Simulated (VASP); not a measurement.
# BaO (Fm-3m) in VASP: elastic constants with LDA

Aim: the elastic constants of BaO with LDA.

Program: VASP 6.6.1. These are calculated values, not measurements. Logs are shortened: lines on timing, memory, paths and dates and some standing lists are left out, and cuts for length are marked.

### Step 1. Starting point

The structure is cubic, space group Fm-3m (No. 225). The conventional cell has a = 5.478 Å, b = 5.478 Å, c = 5.478 Å, α = 90.00°, β = 90.00°, γ = 90.00°. Ba (site symmetry m-3m) has 6 O at 2.74 Å as nearest neighbours. O (site symmetry m-3m) has 6 Ba at 2.74 Å as nearest neighbours.

### Step 2. Elastic constants, LDA

POSCAR reads:

```
BaO
1.0
    0.0000000000      2.7391047487      2.7391047487
    2.7391047487      0.0000000000      2.7391047487
    2.7391047487      2.7391047487      0.0000000000
  Ba              O
     1     1
Direct
     0.0000000000000000    0.0000000000000000    0.0000000000000000
     0.5000000000000000    0.5000000000000000    0.5000000000000000
```

INCAR.step1 reads:

```
SYSTEM = BaO
  PREC = Accurate
  ENCUT = 600
  EDIFF = 1E-8
  ISMEAR = 0
  SIGMA = 0.03
  LREAL = .FALSE.
  LASPH = .TRUE.
  NELM = 80
  ALGO = Fast
  ISIF = 3
  LWAVE = .FALSE.
  LCHARG = .FALSE.
  IBRION = 2
  NSW = 40
  EDIFFG = -0.002
```

INCAR.step2 reads:

```
SYSTEM = BaO
  PREC = Accurate
  ENCUT = 600
  EDIFF = 1E-8
  ISMEAR = 0
  SIGMA = 0.03
  LREAL = .FALSE.
  LASPH = .TRUE.
  NELM = 80
  ALGO = Fast
  ISIF = 3
  LWAVE = .FALSE.
  LCHARG = .FALSE.
  IBRION = 6
  NFREE = 2
  POTIM = 0.015
  NSW = 1
```

KPOINTS reads:

```
Automatic mesh
0
G
  8 8 8
  0 0 0
```

Potentials or basis: VASP PAW LDA potentials, release 64 (Ba_sv, O).

Started as:

```console
> cat potpaw_LDA.64/Ba_sv/POTCAR potpaw_LDA.64/O/POTCAR > POTCAR
> cp INCAR.step1 INCAR
> mpirun -np 1 vasp_std > vasp.out
> cp CONTCAR POSCAR
> cp INCAR.step2 INCAR
> mpirun -np 1 vasp_std > vasp.out
```

OUTCAR:

```text
SYSTEM = BaO
   PREC = Accurate
   ENCUT = 600
   EDIFF = 1E-8
   ISMEAR = 0
   LREAL = .FALSE.
   LASPH = .TRUE.
   NELM = 80
   ISIF = 3
   IBRION = 6
   NFREE = 2
   POTIM = 0.015
   NSW = 1

 ion  position               nearest neighbor table
   1  0.000  0.000  0.000-   2 2.74   2 2.74   2 2.74   2 2.74   2 2.74   2 2.74
   2  0.500  0.500  0.500-   1 2.74   1 2.74   1 2.74   1 2.74   1 2.74   1 2.74

  LATTYP: Found a face centered cubic cell.
 ALAT       =     5.4782094974

  Lattice vectors:

 A1 = (   0.0000000000,   2.7391047487,   2.7391047487)
 A2 = (   2.7391047487,   0.0000000000,   2.7391047487)
 A3 = (   2.7391047487,   2.7391047487,   0.0000000000)

Analysis of symmetry for initial positions (statically):
=====================================================================
 Subroutine PRICEL returns:
 Original cell was already a primitive cell.

 Routine SETGRP: Setting up the symmetry group for a
 face centered cubic supercell.

 Subroutine GETGRP returns: Found 48 space group operations
 (whereof 48 operations were pure point group operations)
 out of a pool of 48 trial point group operations.

The static configuration has the point symmetry O_h .

Analysis of symmetry for dynamics (positions and initial velocities):
=====================================================================
 Subroutine PRICEL returns:
 Original cell was already a primitive cell.

 Routine SETGRP: Setting up the symmetry group for a
 face centered cubic supercell.

 Subroutine GETGRP returns: Found 48 space group operations
 (whereof 48 operations were pure point group operations)
 out of a pool of 48 trial point group operations.

The dynamic configuration has the point symmetry O_h .

 Subroutine INISYM returns: Found 48 space group operations
 (whereof 48 operations are pure point group operations),
 and found     1 'primitive' translations

[... 691 lines left out ...]
  band No.  band energies     occupation
      1     -23.6379      2.00000
      2     -13.7052      2.00000
      3      -9.1527      2.00000
      4      -9.1225      2.00000
      5      -8.5338      2.00000
      6       0.0489      2.00000
      7       0.7339      2.00000
      8       0.8005      2.00000
      9       6.5271      0.00000
     10       7.1489      0.00000
     11       9.7272      0.00000
     12       9.7852      0.00000

 [... further k-points ...]
[... 5 lines left out ...]
  --------------------------------------------------------------------------------------
  -------------------------------------------------------------------------------------
  Total        0.0047633     -0.0002716     -0.0002716      0.0000000      0.0000000      0.0000000
  in kB        0.1856805     -0.0105892     -0.0105892      0.0000000      0.0000000      0.0000000
  external PRESSURE =       0.0548341 kB  Pullay stress =       0.0000000 kB
[... 17 lines left out ...]
  FREE ENERGIE OF THE ION-ELECTRON SYSTEM (eV)
  ---------------------------------------------------
  free  energy   TOTEN  =       -13.1125482659 eV

  energy  without entropy=      -13.1125482659  energy(sigma->0) =      -13.11254827

 INTERNAL STRAIN TENSORS FROM STRAINED CELLS
 ============================================

 INTERNAL STRAIN TENSOR FOR ION    1 for displacements in x,y,z  (eV/Angst):
          X           Y           Z          XY          YZ          ZX
  --------------------------------------------------------------------------------
  x     0.00000     0.00000    -0.00000     0.00000     0.00000     0.00000
  y    -0.00000    -0.00000    -0.00000    -0.00000    -0.00000    -0.00000
  z    -0.00000     0.00000     0.00000     0.00000    -0.00000     0.00000

 INTERNAL STRAIN TENSORS FROM DISPLACED ATOMS
 ============================================

 INTERNAL STRAIN TENSOR FOR ION    1 for displacements in x,y,z  (eV/Angst):
          X           Y           Z          XY          YZ          ZX
  --------------------------------------------------------------------------------
  x     0.00000     0.00000     0.00000     0.00000     0.00000     0.00000
  y     0.00000     0.00000     0.00000     0.00000     0.00000     0.00000
  z     0.00000     0.00000     0.00000     0.00000     0.00000     0.00000

 INTERNAL STRAIN TENSOR FOR ION    2 for displacements in x,y,z  (eV/Angst):
          X           Y           Z          XY          YZ          ZX
  --------------------------------------------------------------------------------
  x     0.00000     0.00000     0.00000     0.00000     0.00000     0.00000
  y     0.00000     0.00000     0.00000     0.00000     0.00000     0.00000
  z     0.00000     0.00000     0.00000     0.00000     0.00000     0.00000

 Eigenvectors and eigenvalues of the dynamical matrix
 ----------------------------------------------------

   1 f  =    3.324371 THz    20.887637 2PiTHz  110.889071 cm-1    13.748486 meV
             X         Y         Z           dx          dy          dz
      0.000000  0.000000  0.000000     0.000000    0.000000   -0.321752
      2.739105  2.739105  2.739105     0.000000    0.000000    0.946824
[... 21 lines left out ...]
   6 f/i=    0.004510 THz     0.028338 2PiTHz    0.150443 cm-1     0.018653 meV
             X         Y         Z           dx          dy          dz
      0.000000  0.000000  0.000000     0.790883   -0.479521   -0.202582
      2.739105  2.739105  2.739105     0.268759   -0.162952   -0.068842

--------------------------------------------------------------------------------------------------------

 ELASTIC MODULI CONTR FROM IONIC RELAXATION (kBar)
 Direction    XX          YY          ZZ          XY          YZ          ZX
 --------------------------------------------------------------------------------
 XX           0.0000      0.0000      0.0000      0.0000      0.0000      0.0000
 YY           0.0000      0.0000      0.0000      0.0000      0.0000      0.0000
 ZZ           0.0000      0.0000      0.0000      0.0000      0.0000      0.0000
 XY           0.0000      0.0000      0.0000      0.0000      0.0000      0.0000
 YZ           0.0000      0.0000      0.0000      0.0000      0.0000      0.0000
 ZX           0.0000      0.0000      0.0000      0.0000      0.0000      0.0000
 --------------------------------------------------------------------------------

 TOTAL ELASTIC MODULI (kBar)
 Direction    XX          YY          ZZ          XY          YZ          ZX
 --------------------------------------------------------------------------------
 XX        1599.2075    472.5694    472.5694      0.0000      0.0000      0.0000
 YY         472.5694   1599.2075    472.5694     -0.0000     -0.0000      0.0000
 ZZ         472.5694    472.5694   1599.2075      0.0000      0.0000      0.0000
 XY           0.0000     -0.0000      0.0000    354.5322      0.0000      0.0000
 YZ           0.0000     -0.0000      0.0000      0.0000    354.5322      0.0000
 ZX           0.0000      0.0000      0.0000      0.0000      0.0000    354.5322
 --------------------------------------------------------------------------------
```

OSZICAR.step1:

```text
N       E                     dE             d eps       ncg     rms          rms(c)
DAV:   1     0.930544677903E+02    0.93054E+02   -0.88794E+03   696   0.139E+03
DAV:   2    -0.106734102009E+02   -0.10373E+03   -0.93378E+02  1024   0.240E+02
DAV:   3    -0.156042547218E+02   -0.49308E+01   -0.48836E+01   900   0.553E+01
DAV:   4    -0.156942465875E+02   -0.89992E-01   -0.89939E-01   900   0.723E+00
[... 14 lines left out ...]
RMM:  19    -0.131126186915E+02   -0.10691E-06   -0.14981E-06   694   0.397E-03    0.201E-03
RMM:  20    -0.131126187316E+02   -0.40088E-07   -0.74335E-07   666   0.268E-03    0.136E-03
RMM:  21    -0.131126187474E+02   -0.15755E-07   -0.26571E-07   574   0.165E-03    0.115E-03
RMM:  22    -0.131126187459E+02    0.14772E-08   -0.14875E-07   604   0.191E-03    0.119E-03
RMM:  23    -0.131126187517E+02   -0.57589E-08   -0.58940E-08   536   0.101E-03
   1 F= -.13112619E+02 E0= -.13112619E+02  d E =-.131126E+02
```

Run time: 5.1 min. Hardware: 1 thread of Intel Xeon 6975P-C (Granite Rapids), shared host; peak memory 0.31 GiB.

What came out:

```yaml
Elastic_constants_C11_C12_C44: 160, 47, 35 GPa
Voigt_bulk_modulus: 85 GPa
Highest_phonon_frequency_at_Γ_LO-TO_splitting_left_out: 111 cm⁻¹
```

Phonon frequencies in cm⁻¹ (negative: imaginary):
| q point | frequencies |
| --- | --- |
| (0.000, 0.000, 0.000) | 0 0 0 111 111 111 |

Elastic tensor in Voigt notation (GPa, in the Cartesian axes of the cell as first typed):
```
160  47  47   0   0   0
 47 160  47   0   0   0
 47  47 160   0   0   0
  0   0   0  35   0   0
  0   0   0   0  35   0
  0   0   0   0   0  35
```

Clamped-ion elastic tensor (GPa):
```
160  47  47   0   0   0
 47 160  47   0   0   0
 47  47 160   0   0   0
  0   0   0  35   0   0
  0   0   0   0  35   0
  0   0   0   0   0  35
```

Spin-orbit coupling is left out, which matters for the levels of Ba.
